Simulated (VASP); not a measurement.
# ZnGeP2 (I-42d) in VASP: notebook

Aim: see how the results for ZnGeP2 move with the level of theory and the settings. Levels: LDA, PBE+D3(BJ). Tasks: relaxation of cell and atoms.

Everything below comes from runs of VASP 6.6.1. Logs are shortened: lines on timing, memory, paths and dates and some standing lists are left out, and cuts for length are marked.

### Step 1. The crystal as given

The structure is tetragonal, space group I-42d (No. 122). The conventional cell has a = 5.378 Å, b = 5.378 Å, c = 10.633 Å, α = 90.00°, β = 90.00°, γ = 90.00°. Zn (site symmetry -4) has 4 P at 2.32 Å as nearest neighbours. Ge (site symmetry -4) has 4 P at 2.32 Å as nearest neighbours. P (site symmetry 2) has 2 Ge at 2.32 Å and 2 Zn at 2.32 Å as nearest neighbours.

### Step 2. Relaxation of cell and atoms, LDA

INCAR

```
SYSTEM = ZnGeP2
PREC     = Accurate       ! precision mode
ENCUT    = 600            ! plane-wave cutoff, eV
EDIFF    = 1E-7           ! SCF threshold, eV
ISMEAR   = 0              ! smearing method
SIGMA    = 0.03           ! smearing width, eV
LREAL    = .False.        ! projectors in reciprocal space
LASPH    = .True.         ! aspherical terms in the spheres
NELM     = 80             ! most SCF steps
ALGO     = Normal         ! electronic algorithm
ISIF     = 3              ! what is computed and relaxed
LWAVE    = .False.        ! write WAVECAR
LCHARG   = .False.        ! write CHGCAR
IBRION   = 2              ! ionic algorithm
NSW      = 90             ! ionic steps
EDIFFG   = -0.005         ! ionic threshold
KPAR     = 2
```

KPOINTS

```
Automatic mesh
0
Gamma
  8 8 8
  0 0 0
```

POSCAR

```
ZnGeP2                                  
1.0
   -2.6889686772      2.6889686772      5.3162902797
    2.6889686772     -2.6889686772      5.3162902797
    2.6889686772      2.6889686772     -5.3162902797
  Zn              Ge              P             
     2     2     4
Direct
     0.0000000000000000    0.0000000000000000    0.0000000000000000
     0.7500000000000000    0.2500000000000000    0.5000000000000000
     0.5000000000000000    0.5000000000000000    0.0000000000000000
     0.2500000000000000    0.7500000000000000    0.5000000000000000
     0.3750000000000000    0.3758397906218332    0.5008397906218335
     0.6241602093781665    0.1250000000000000    0.9991602093781665
     0.8750000000000000    0.8741602093781665    0.4991602093781668
     0.1258397906218331    0.6250000000000000    0.0008397906218332
```

Potentials or basis: VASP PAW LDA potentials, release 64 (Zn, Ge_d, P).

The run is started by

```console
$ cat potpaw_LDA.64/Zn/POTCAR potpaw_LDA.64/Ge_d/POTCAR potpaw_LDA.64/P/POTCAR > POTCAR
$ mpirun -np 2 vasp_std > vasp.out
```

OUTCAR:

```text
SYSTEM = ZnGeP2
   PREC = Accurate
   ENCUT = 600
   EDIFF = 1E-7
   ISMEAR = 0
   LREAL = .False.
   LASPH = .True.
   NELM = 80
   ISIF = 3
   IBRION = 2
   NSW = 90
   EDIFFG = -0.005

 ion  position               nearest neighbor table
   1  0.000  0.000  0.000-   6 2.32   7 2.32   8 2.32   5 2.32
   2  0.750  0.250  0.500-   7 2.32   6 2.32   8 2.32   5 2.32
   3  0.500  0.500  0.000-   7 2.32   6 2.32   5 2.32   8 2.32
   4  0.250  0.750  0.500-   6 2.32   5 2.32   7 2.32   8 2.32
   5  0.375  0.376  0.501-   3 2.32   4 2.32   2 2.32   1 2.32
   6  0.624  0.125  0.999-   4 2.32   3 2.32   2 2.32   1 2.32
   7  0.875  0.874  0.499-   3 2.32   4 2.32   1 2.32   2 2.32
   8  0.126  0.625  0.001-   3 2.32   4 2.32   1 2.32   2 2.32

  LATTYP: Found a body centered tetragonal cell.
 ALAT       =     5.3779373544
 C/A-ratio  =     1.9770740823

  Lattice vectors:

 A1 = (  -2.6889686772,   2.6889686772,   5.3162902797)
 A2 = (   2.6889686772,  -2.6889686772,   5.3162902797)
 A3 = (   2.6889686772,   2.6889686772,  -5.3162902797)

Analysis of symmetry for initial positions (statically):
=====================================================================
 Subroutine PRICEL returns:
 Original cell was already a primitive cell.

 Routine SETGRP: Setting up the symmetry group for a
 body centered tetragonal supercell.

 Subroutine GETGRP returns: Found  8 space group operations
 (whereof  4 operations were pure point group operations)
 out of a pool of 16 trial point group operations.

The static configuration has the point symmetry S_4 .
 The point group associated with its full space group is D_2d.

Analysis of symmetry for dynamics (positions and initial velocities):
=====================================================================
 Subroutine PRICEL returns:
 Original cell was already a primitive cell.

 Routine SETGRP: Setting up the symmetry group for a
 body centered tetragonal supercell.

 Subroutine GETGRP returns: Found  8 space group operations
 (whereof  4 operations were pure point group operations)
 out of a pool of 16 trial point group operations.

The dynamic configuration has the point symmetry S_4 .
 The point group associated with its full space group is D_2d.

 Subroutine INISYM returns: Found  8 space group operations
 (whereof  4 operations are pure point group operations),
 and found     1 'primitive' translations

----------------------------------------------------------------------------------------

                                     Primitive cell

  volume of cell :     153.7589

  direct lattice vectors                    reciprocal lattice vectors
    -2.688968677  2.688968677  5.316290280     0.000000000  0.185944896  0.094050545
     2.688968677 -2.688968677  5.316290280     0.185944896  0.000000000  0.094050545
     2.688968677  2.688968677 -5.316290280     0.185944896  0.185944896  0.000000000

  length of vectors
     6.536363472  6.536363472  6.536363472     0.208377084  0.208377084  0.262965793

  position of ions in fractional coordinates (direct lattice)
     0.000000000  0.000000000  0.000000000
     0.750000000  0.250000000  0.500000000
     0.500000000  0.500000000  0.000000000
     0.250000000  0.750000000  0.500000000
     0.375000000  0.375839791  0.500839791
     0.624160209  0.125000000  0.999160209
     0.875000000  0.874160209  0.499160209
     0.125839791  0.625000000  0.000839791

  ion indices of the primitive-cell ions
   primitive index   ion index
                 1           1
                 2           2
[... 94 lines left out ...]
   EFERMI_NEDOS =   21; number of points for ismear=-14 and -15
   IALGO  =     38    algorithm
   IMIX   =      4    mixing-type and parameters
     AMIX     =   0.40;   BMIX     =  1.00
     AMIX_MAG =   1.60;   BMIX_MAG =  1.00
  volume/ion in A,a.u.               =      19.22       129.70
  Fermi-wavevector in a.u.,A,eV,Ry     =   1.271273  2.402358 21.988864  1.616136
  Thomas-Fermi vector in A             =   2.404215
   LORBIT       =      0    0 simple, 1 ext, 2 COOP (PROOUT), +10 PAW based schemes
   GGA     = CA    functional components
   LHFCALC =     F    Hartree Fock is set to
   AEXX    =    0.0000 exact exchange contribution
   IVDW    =     0    specifies the selected vdW correction
   LEPSILON=     F    determine dielectric tensor
   LRPA    =     F    only Hartree local field effects (RPA)
 conjugate gradient relaxation of ions
 non-spin polarized calculation
 Gauss-broadening in eV      SIGMA  =   0.03
  energy-cutoff  :      600.00
  volume of cell :      153.76
 maximum number of plane-waves:      5170
 NGX is ok and might be reduce to    54
   NGX = 27   NGY = 27   NGZ = 27

--------------------------------------- Ionic step        1  -------------------------------------------

 number of electron      72.0000023 magnetization

 Free energy of the ion-electron system (eV)
  ---------------------------------------------------
  ext. energy  EPLUGINS =         0.00000000
  ---------------------------------------------------
  free energy    TOTEN  =       -39.96025251 eV

  energy without entropy =      -39.96025251  energy(sigma->0) =      -39.96025251

------------------------ aborting loop because EDIFF is reached ----------------------------------------

  FORCE on cell =-STRESS in cart. coord.  units (eV):
  Direction    XX          YY          ZZ          XY          YZ          ZX
  --------------------------------------------------------------------------------------
  -------------------------------------------------------------------------------------
  Total       -0.0294840     -0.0294840     -0.0508795      0.0000000      0.0000000      0.0000000
  in kB       -0.3072254     -0.3072254     -0.5301672      0.0000000      0.0000000      0.0000000
  external PRESSURE =      -0.3815393 kB  Pullay stress =       0.0000000 kB

 VOLUME and BASIS-vectors are now :
 -----------------------------------------------------------------------------
  energy-cutoff  :      600.00
  volume of cell :      153.76
      direct lattice vectors                 reciprocal lattice vectors
    -2.688968677  2.688968677  5.316290280     0.000000000  0.185944896  0.094050545
     2.688968677 -2.688968677  5.316290280     0.185944896  0.000000000  0.094050545
     2.688968677  2.688968677 -5.316290280     0.185944896  0.185944896  0.000000000

 POSITION                                       TOTAL-FORCE (eV/Angst)
 -----------------------------------------------------------------------------------
      0.00000      0.00000      0.00000         0.000000      0.000000     -0.000000
      0.00000      2.68897      2.65815        -0.000000      0.000000     -0.000000
      0.00000      0.00000      5.31629         0.000000      0.000000     -0.000000
      2.68897      0.00000      2.65815         0.000000      0.000000      0.000000
      1.34900      1.34448      1.32907        -0.003142      0.000000     -0.000000
      1.34448      4.02894     -1.32907         0.000000      0.003142     -0.000000
      1.33997      1.34448      6.64536         0.003142      0.000000     -0.000000
      1.34448     -1.33997      3.98722         0.000000     -0.003142     -0.000000
 -----------------------------------------------------------------------------------
    total drift:                                0.000001      0.000001      0.000002

  FREE ENERGIE OF THE ION-ELECTRON SYSTEM (eV)
  ---------------------------------------------------
  free  energy   TOTEN  =       -39.9602525118 eV

  energy  without entropy=      -39.9602525118  energy(sigma->0) =      -39.96025251

--------------------------------------- Ionic step        2  -------------------------------------------

 number of electron      72.0000022 magnetization

 Free energy of the ion-electron system (eV)
  ---------------------------------------------------
  ext. energy  EPLUGINS =         0.00000000
  ---------------------------------------------------
  free energy    TOTEN  =       -39.96025297 eV

  energy without entropy =      -39.96025297  energy(sigma->0) =      -39.96025297

 E-fermi :   4.7677     XC(G=0): -10.3445

 val. band max:        4.6027407820   @ k =   0.0000   0.0000   0.0000
 cond. band min:       5.6786028800   @ k =   0.5000   0.5000   0.5000
 fundamental gap:      1.0758620981
 Fermi energy:         4.7677180574

 k-point     1 :       0.0000    0.0000    0.0000
  band No.  band energies     occupation
      1     -20.4211      2.00000
      2     -20.4198      2.00000
      3     -20.4198      2.00000
      4     -20.4144      2.00000
      5     -20.4081      2.00000
      6     -20.4081      2.00000
[... 1093 lines left out ...]
     42       8.6341      0.00000
     43       8.6497      0.00000

 [... further k-points ...]

------------------------ aborting loop because EDIFF is reached ----------------------------------------

  FORCE on cell =-STRESS in cart. coord.  units (eV):
  Direction    XX          YY          ZZ          XY          YZ          ZX
  --------------------------------------------------------------------------------------
  -------------------------------------------------------------------------------------
  Total        0.0280451      0.0280451      0.0171465      0.0000000     -0.0000000      0.0000000
  in kB        0.2924251      0.2924251      0.1787863      0.0000000     -0.0000000      0.0000000
  external PRESSURE =       0.2545455 kB  Pullay stress =       0.0000000 kB

 VOLUME and BASIS-vectors are now :
 -----------------------------------------------------------------------------
  energy-cutoff  :      600.00
  volume of cell :      153.66
      direct lattice vectors                 reciprocal lattice vectors
    -2.688490583  2.688490583  5.314659136     0.000000000  0.185977962  0.094079411
     2.688490583 -2.688490583  5.314659136     0.185977962  0.000000000  0.094079411
     2.688490583  2.688490583 -5.314659136     0.185977962  0.185977962  0.000000000

 POSITION                                       TOTAL-FORCE (eV/Angst)
 -----------------------------------------------------------------------------------
     -2.68849      2.68849      5.31466         0.000000      0.000000     -0.000000
      0.00000      2.68849      2.65733         0.000000      0.000000     -0.000000
      0.00000      0.00000      5.31466         0.000000      0.000000      0.000000
      2.68849      0.00000      2.65733        -0.000000      0.000000      0.000000
      1.34861      1.34425      1.32866        -0.001968      0.000000      0.000000
      1.34425      4.02837     -1.32866         0.000000      0.001968     -0.000000
      1.33988      1.34425      6.64332         0.001968      0.000000     -0.000000
      1.34425     -1.33988      3.98599        -0.000000     -0.001968      0.000000
 -----------------------------------------------------------------------------------
    total drift:                                0.000001      0.000001      0.000001

  FREE ENERGIE OF THE ION-ELECTRON SYSTEM (eV)
  ---------------------------------------------------
  free  energy   TOTEN  =       -39.9602529688 eV

  energy  without entropy=      -39.9602529688  energy(sigma->0) =      -39.96025297

 reached required accuracy - stopping structural energy minimisation
```

Run time: 4.8 min. Hardware: 2 MPI ranks of Intel Xeon 6975P-C (Granite Rapids), shared host; peak memory 0.61 GiB.

What came out:

- Free energy: -39.9603 eV
- Relaxed volume: 19.21 Å³/atom
- Relaxed cell: a = 6.535 Å, b = 6.535 Å, c = 6.535 Å, α = 131.41°, β = 131.41°, γ = 71.16°
- Space group after relaxing (to 0.05 Å): I-42d (No. 122)
- Energy gained by relaxing: 0.0 meV/atom
- Ionic steps: 2
- Pressure after relaxing: 0.0 GPa
- Band gap on the k mesh: 1.08 eV, indirect (least direct gap 1.19 eV)

Final structure:
```
Zn Ge P
1.0
    -2.68849    2.68849    5.31466
     2.68849   -2.68849    5.31466
     2.68849    2.68849   -5.31466
Zn Ge P
2 2 4
Cartesian
  -2.6885 2.6885 5.3147
  0.0000 2.6885 2.6573
  0.0000 0.0000 5.3147
  2.6885 0.0000 2.6573
  1.3486 1.3442 1.3287
  1.3442 4.0284 -1.3287
  1.3399 1.3442 6.6433
  1.3442 -1.3399 3.9860
```

(Continued in part 2 of 2.)
